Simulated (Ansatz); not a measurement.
# MoS2 in Ansatz: further runs, part 2 of 2

Ansatz 0.2.0.

### 3 Projected density of states, PBEsol

The input, input.yaml:

```yaml
crystal:
  lattice:
    - [3.184541456, 0.0, 0.0]
    - [-1.592270728, 2.7578938003, 0.0]
    - [0.0, 0.0, 21.67053472]
  atoms:
    - { symbol: Mo, position: [0.3333333333, 0.6666666667, 0.85116023] }
    - { symbol: Mo, position: [0.6666666667, 0.3333333333, 0.14883977] }
    - { symbol: S, position: [0.6666666667, 0.3333333333, 0.77962539] }
    - { symbol: S, position: [0.3333333333, 0.6666666667, 0.077251] }
    - { symbol: S, position: [0.6666666667, 0.3333333333, 0.922749] }
    - { symbol: S, position: [0.3333333333, 0.6666666667, 0.22037461] }
hamiltonian:
  xc: pbesol
  pseudopotentials: { kind: paw }
kpoints:
  mp_grid: { grid: [10, 10, 2] }
scf:
  occupations: { method: fermi_dirac, width: 0.05 }
  n_extra_bands: 15
output:
  forces: true
  stress: true
  eigenvalues: true
  dos: { projected: true, de: 0.05, nscf_kmesh: { grid: [15, 15, 3] } }
```

Potentials or basis: Ansatz PAW.

Run with:

```bash
$ ansatz run input.yaml --threads 2 --pin off --max-ram 5632MiB --backend cpu --events-out ev --progress --plain --runs-dir out
```

The program printed:

```text
Warning: RAYON_NUM_THREADS=2 ignored (pool sized by the plan → 2); use --threads N
scf.n_extra_bands = 15 over 26 filled bands (N_el = 52.0): the run solves 41 bands
Engine: ansatz 0.2.0, aarch64-unknown-linux-gnu
Pseudopotentials: kind: paw
Pseudopotential: Mo, paw, valence charge 14, recommended cutoff 420 eV (normal), Mo.paw.azcp
Pseudopotential: S, paw, valence charge 6, recommended cutoff 420 eV (normal), S.paw.azcp
Functional definition: PBEsol
  exchange = pbesol_x
  correlation = pbesol_c
Crystal: 6 atoms, lattice volume = 190.324 Å³
Basis set: ecut = 420 eV, 3721 PW (Γ), exchange–correlation on 48×48×300 points (8 copies of the dense FFT grid, shifted against one another)
Bands: 41, of which v1, the nominal top of the filled ones, is band 26 counted from 1 (25 counted from 0)
Symmetry: 12 space group operations
Space group: P-3m1 (ITA 164), of the structure as read, at distance tolerance 5.8e-5 Å
k-points: 28 of 200
[... 44 lines left out ...]
  E_closure    = -0.000000  (closes the sum)
  Σ components = -13340.273795   (vs F -13340.273795, Δ=0.00e0)
--- Forces (eV/Å), atoms counted from 1 ---
  atom   1  Mo    -0.00000000    -0.00000000     0.00602315
  atom   2  Mo     0.00000000     0.00000000    -0.00602315
  atom   3  S      0.00000000    -0.00000000     0.13326127
  atom   4  S     -0.00000000     0.00000000     0.11678482
  atom   5  S      0.00000000    -0.00000000    -0.11678482
  atom   6  S      0.00000000     0.00000000    -0.13326127
  max |Σ_I F_I| component: 2.78e-17 eV/Å
--- Stress (GPa, compression-positive) ---
       -2.359197       0.000000       0.000000
        0.000000      -2.359197       0.000000
        0.000000       0.000000      -0.775034
  P = ⅓ Tr σ = -1.8311 GPa (-18.311 kbar)
--- Band table (eV; the first three rows and the last of 28) ---
  k-point 0: bands = ["-57.6686", "-57.6686", "-31.8429", "-31.8429", "-31.6310", "-31.6310", "-31.6310", "-31.6310", "-11.0503", "-10.9790", "-9.7121", "-9.5903", "-2.7495", "-2.4047", "0.4142", "0.4142", "0.4172", "0.4172", "0.9465", "1.5404", "1.5404", "1.5513", "1.5513", "1.7663", "2.9761", "3.4767", "5.8550", "5.8550", "5.8623", "5.8623", "6.1315", "6.1315", "6.1754", "6.1754", "8.5764", "8.8776", "9.1612", "9.3335", "10.5476", "11.8872", "11.9020"]
  k-point 1: bands = ["-57.6686", "-57.6686", "-31.8429", "-31.8429", "-31.6311", "-31.6311", "-31.6310", "-31.6310", "-11.0503", "-10.9790", "-9.7121", "-9.5903", "-2.7495", "-2.4047", "0.4142", "0.4142", "0.4172", "0.4172", "0.9465", "1.5404", "1.5404", "1.5513", "1.5513", "1.7663", "2.9761", "3.4767", "5.8550", "5.8550", "5.8623", "5.8623", "6.1315", "6.1315", "6.1753", "6.1753", "8.5933", "8.8279", "9.2303", "9.2990", "10.5618", "11.7575", "11.9031"]
  k-point 2: bands = ["-57.6650", "-57.6650", "-31.8356", "-31.8356", "-31.6680", "-31.6680", "-31.6394", "-31.6394", "-10.9019", "-10.8312", "-9.6501", "-9.5339", "-2.5843", "-2.2416", "0.0934", "0.0996", "0.4794", "0.5682", "0.5731", "0.8581", "1.3106", "1.3232", "1.8161", "2.1926", "2.9277", "3.3056", "5.6731", "5.6994", "5.7570", "5.8642", "5.9556", "6.0105", "6.1087", "6.1276", "8.8126", "9.1571", "9.7992", "9.9333", "10.7525", "11.9682", "12.4819"]
  k-point 27: bands = ["-57.6268", "-57.6268", "-31.9306", "-31.9306", "-31.8467", "-31.8467", "-31.7585", "-31.7585", "-8.9101", "-8.8962", "-8.7899", "-8.7771", "-2.3096", "-2.2664", "-1.8031", "-1.7535", "-0.7747", "-0.7484", "-0.4547", "-0.3620", "0.0619", "0.2003", "1.0587", "1.1669", "2.9122", "2.9603", "4.8520", "4.8739", "6.0200", "6.3638", "6.4663", "6.5640", "7.8290", "7.9721", "10.0093", "10.3604", "10.8243", "11.1418", "12.3915", "12.4942", "13.4993"]
```

dos.tsv:

```text
# E-E_F[eV]	g_bin_mean(E)[states/eV]	N(E)
# format = ansatz-dos/2
# fermi_ev = 4.081985
# fermi_mp_grid = 15 15 3
# fermi_mp_shift = 0 0 0
# nscf_kmesh_grid = 15 15 3
# nscf_kmesh_shift = 0 0 0
# g_bin_mean(E): the states in a bin one row spacing wide, centred on E, divided by that spacing. States that the method places at a single energy (under output.dos.method: tetrahedron, those of a tetrahedron whose four corners have one energy) are counted whole in the row whose bin holds that energy (on the edge of two bins, in the lower row). The sum of g_bin_mean over a run of rows, times the row spacing, is the number of states from half a spacing under the first of them to half a spacing over the last (a plain sum, not the trapezoid rule).
-62.250619	0.000000e0	0.000000e0
-62.200619	0.000000e0	0.000000e0
-62.150619	0.000000e0	0.000000e0
-62.100619	0.000000e0	0.000000e0
-62.050619	0.000000e0	0.000000e0
-62.000619	0.000000e0	0.000000e0
[... 1446 lines left out ...]
10.349381	0.000000e0	8.200000e1
10.399381	0.000000e0	8.200000e1
```

Wall time 18 s (2 threads of Arm Neoverse V2, shared host); peak memory 0.56 GiB.

Results:

* Free energy: -13340.2738 eV
* Largest force: 0.133 eV/Å
* Band gap on the k mesh: 1.38 eV, indirect (least direct gap 1.89 eV)

Forces in eV/Å, atoms in the order of the input:
```
Mo   0.000  0.000  0.006
Mo   0.000  0.000 -0.006
S    0.000  0.000  0.133
S    0.000  0.000  0.117
S    0.000  0.000 -0.117
S    0.000  0.000 -0.133
```

States per cell in windows of 0.5 eV (zero at the valence-band top; states under -8 eV left out):
```
from (eV)  total  S 3p  Mo 4d  Mo 5s  S 3s  Mo 4p  Mo 4s
     -8.0   0.00  0.00   0.00   0.00  0.00   0.00   0.00
     -7.5   0.00  0.00   0.00   0.00  0.00   0.00   0.00
     -7.0   0.00  0.00   0.00   0.00  0.00   0.00   0.00
     -6.5   0.44  0.28   0.10   0.03  0.02   0.00   0.00
     -6.0   2.91  1.75   0.94   0.10  0.06   0.01   0.01
     -5.5   2.33  1.46   0.74   0.04  0.05   0.01   0.00
     -5.0   0.92  0.61   0.26   0.00  0.03   0.01   0.00
     -4.5   3.75  2.26   0.99   0.12  0.29   0.03   0.01
     -4.0   2.77  1.68   0.94   0.02  0.07   0.01   0.00
     -3.5   2.52  1.52   0.91   0.01  0.04   0.01   0.00
     -3.0   1.65  0.91   0.68   0.01  0.01   0.01   0.00
     -2.5   3.41  2.29   0.95   0.01  0.10   0.02   0.00
     -2.0   2.46  2.01   0.33   0.01  0.05   0.02   0.00
     -1.5   2.65  1.27   1.25   0.03  0.04   0.01   0.00
     -1.0   1.92  0.57   1.28   0.01  0.02   0.00   0.00
     -0.5   0.29  0.09   0.18   0.00  0.01   0.00   0.00
      0.0   0.00  0.00   0.00   0.00  0.00   0.00   0.00
      0.5   0.00  0.00   0.00   0.00  0.00   0.00   0.00
      1.0   0.25  0.06   0.18   0.01  0.00   0.00   0.00
      1.5   3.43  1.00   2.27   0.03  0.03   0.00   0.00
      2.0   4.59  1.60   2.68   0.06  0.10   0.00   0.00
      2.5   2.60  0.99   1.36   0.01  0.09   0.00   0.00
      3.0   1.76  0.73   0.85   0.00  0.07   0.00   0.00
      3.5   2.01  0.95   0.90   0.00  0.07   0.00   0.00
      4.0   1.34  0.54   0.64   0.00  0.10   0.00   0.00
      4.5   0.01  0.00   0.01   0.00  0.00   0.00   0.00
      5.0   0.13  0.00   0.00   0.01  0.01   0.00   0.00
      5.5   0.63  0.02   0.01   0.12  0.02   0.00   0.00
      6.0   1.30  0.06   0.03   0.25  0.04   0.00   0.01
      6.5   1.58  0.07   0.03   0.25  0.05   0.00   0.01
      7.0   1.59  0.06   0.03   0.19  0.05   0.00   0.00
      7.5   2.60  0.13   0.04   0.40  0.08   0.00   0.01
```

Caveat: the PAW data sets come from PBE, with cores solved anew for the run's functional, which leaves a small shift of forces and pressure; the density of states is complete only up to the lowest level of the last band computed.

### 4 Projected density of states, r2SCAN

Edit input.yaml of step 3 so:

```diff
@@ -13,3 +13,3 @@
 hamiltonian:
-  xc: pbesol
+  xc: r2scan
   pseudopotentials: { kind: paw }
```

Run with:

```bash
$ ansatz run input.yaml --threads 2 --pin off --max-ram 5632MiB --backend cpu --events-out ev --progress --plain --runs-dir out
```

Wall time 37 s (2 threads of Arm Neoverse V2, shared host); peak memory 0.91 GiB.

It converged, with:

```
Free energy            : -13564.2829 eV
Largest force          : 0.034 eV/Å
Band gap on the k mesh : 1.46 eV, indirect (least direct gap 2.00 eV)
```

Forces on the atoms (eV/Å):
```
Mo   0.000  0.000  0.005
Mo   0.000  0.000 -0.005
S    0.000  0.000 -0.034
S    0.000  0.000 -0.022
S    0.000  0.000  0.022
S    0.000  0.000  0.034
```

Stress tensor (GPa, compression positive):
```
0.03 0.00 0.00
0.00 0.03 0.00
0.00 0.00 0.19
```

Levels at points of the mesh, in eV from the valence-band top:
```tsv
k point	band 23	band 24	band 25	band 26	band 27	band 28	band 29	band 30
(0.00, 0.00, 0.00)	-2.06	-1.84	-0.49	0.00	2.54	2.54	2.54	2.54
(0.00, 0.00, -0.50)	-2.06	-1.84	-0.49	0.00	2.54	2.54	2.54	2.54
(0.00, -0.50, 0.00)	-1.55	-1.50	-1.06	-1.03	1.96	1.97	2.45	2.54
(0.00, -0.50, -0.50)	-1.55	-1.50	-1.06	-1.03	1.96	1.97	2.45	2.54
```

States per cell in windows of 1 eV (zero at the valence-band top; states under -8 eV left out):
```tsv
from (eV)	total	S 3p	Mo 4d	S 3s	Mo 5s	Mo 4p	Mo 4s
-8.0	0.00	0.00	0.00	0.00	0.00	0.00	0.00
-7.0	1.20	0.77	0.30	0.04	0.06	0.00	0.01
-6.0	4.83	3.00	1.55	0.10	0.10	0.03	0.01
-5.0	4.75	2.93	1.26	0.32	0.13	0.03	0.01
-4.0	5.33	3.25	1.88	0.09	0.02	0.02	0.00
-3.0	5.22	3.52	1.46	0.12	0.01	0.03	0.00
-2.0	4.72	2.84	1.67	0.07	0.03	0.03	0.00
-1.0	1.94	0.54	1.32	0.03	0.01	0.00	0.00
0.0	0.00	0.00	0.00	0.00	0.00	0.00	0.00
1.0	3.06	0.82	2.10	0.02	0.03	0.00	0.00
2.0	6.88	2.42	3.97	0.16	0.07	0.00	0.00
3.0	3.47	1.45	1.70	0.12	0.00	0.00	0.00
4.0	2.59	1.09	1.23	0.16	0.00	0.00	0.00
5.0	0.13	0.00	0.00	0.00	0.00	0.00	0.00
6.0	1.90	0.08	0.04	0.05	0.35	0.00	0.01
7.0	2.94	0.12	0.05	0.09	0.39	0.00	0.01
```

Caveat: the PAW data sets come from PBE, with cores solved anew for the run's functional, which leaves a small shift of forces and pressure; the density of states is complete only up to the lowest level of the last band computed.

### 5 Summary

```tsv
level	cutoff (eV)	gap on the mesh (eV)	largest force (eV/Å)
LDA	420	1.36	0.38
PBEsol	420	1.38	0.13
r2SCAN	500	1.46	0.03
```

Alike in all rows: task projected density of states; potentials or basis Ansatz PAW; no spin polarisation; cell as given; k mesh 10 × 10 × 2; smearing fermi-dirac 0.05 eV.

On the cell as given the gap runs from 1.36 eV (LDA) to 1.46 eV (r2SCAN).

Caveats: the PAW data sets come from PBE, with cores solved anew for the run's functional, which leaves a small shift of forces and pressure; the density of states is complete only up to the lowest level of the last band computed.

Absolute energies hang on the potentials; compare differences alone.
